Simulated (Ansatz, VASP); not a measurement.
**Two plane-wave programs on CsBr**

Contents of INCAR:

```
ALGO = Normal ; EDIFF = 1E-6
EDIFFG = -0.01 ; ENCUT = 600
GGA = PE ; IBRION = 2
ISIF = 3 ; ISMEAR = 0
LASPH = T ; LCHARG = F
LREAL = F ; LWAVE = F
NELM = 100 ; NSW = 100
PREC = Accurate ; SIGMA = 0.02
```

KPOINTS

```
k-points
0
Gamma
  6 6 6
```

The input POSCAR:

```
CsBr
1.0
    4.3256220800      0.0000000000      0.0000000000
    0.0000000000      4.3256220800      0.0000000000
    0.0000000000      0.0000000000      4.3256220800
Cs Br
1 1
Direct
    0.0000000000      0.0000000000      0.0000000000
    0.5000000000      0.5000000000      0.5000000000
```

Input for Ansatz:

```yaml
crystal:
  lattice:
    - [4.32562208, 0.0, 0.0]
    - [0.0, 4.32562208, 0.0]
    - [0.0, 0.0, 4.32562208]
  atoms:
    - { symbol: Cs, position: [0.0, 0.0, 0.0] }
    - { symbol: Br, position: [0.5, 0.5, 0.5] }
basis:
  ecutwfc: 420
kpoints:
  mp_grid: { grid: [6, 6, 6] }
hamiltonian:
  xc: pbe
scf:
  occupations: { method: gaussian, width: 0.02 }
output:
  forces: true
  stress: true
  eigenvalues: true
relax:
  adjacent_minimum: "off"
  f_tol: 0.01
  max_steps: 80
  cell: { stress_tol: 0.05 }
```

Alike in both runs: task relaxation of cell and atoms; functional PBE; k mesh 6 × 6 × 6; occupations gaussian, width 0.02 eV; no spin polarisation.

|  | VASP | Ansatz |
| --- | --- | --- |
| version | VASP 6.6.1 | Ansatz 0.2.0 |
| potentials or method | VASP PAW PBE potentials, release 64 (Cs_sv, Br) | scalar-relativistic, plane waves, PAW |
| plane-wave cutoff (eV) | 600 | 420 |
| valence electrons in the cell | 16 | 16 |

Ansatz gave:

| Quantity | Value |
| --- | --- |
| gap on the k mesh at the Fermi level, each at its own relaxed structure (eV) | 4.26 |
| relaxed volume (Å³/atom) | 42.20 |
| relaxed cell length with the largest relative difference (Å) | 4.387 |
| energy change over the relaxation (meV/atom) | -3 |

Q: Estimate VASP's values.

A: gap on the k mesh at the Fermi level, each at its own relaxed structure (eV): 4.24; relaxed volume (Å³/atom): 42.37; relaxed cell length with the largest relative difference (Å): 4.392; energy change over the relaxation (meV/atom): -4.

Caveats: spin-orbit coupling is left out, which moves the levels of the heavy elements. PBE gaps usually lie below the measured ones, often by a third to a half. A k mesh can miss the band edges.
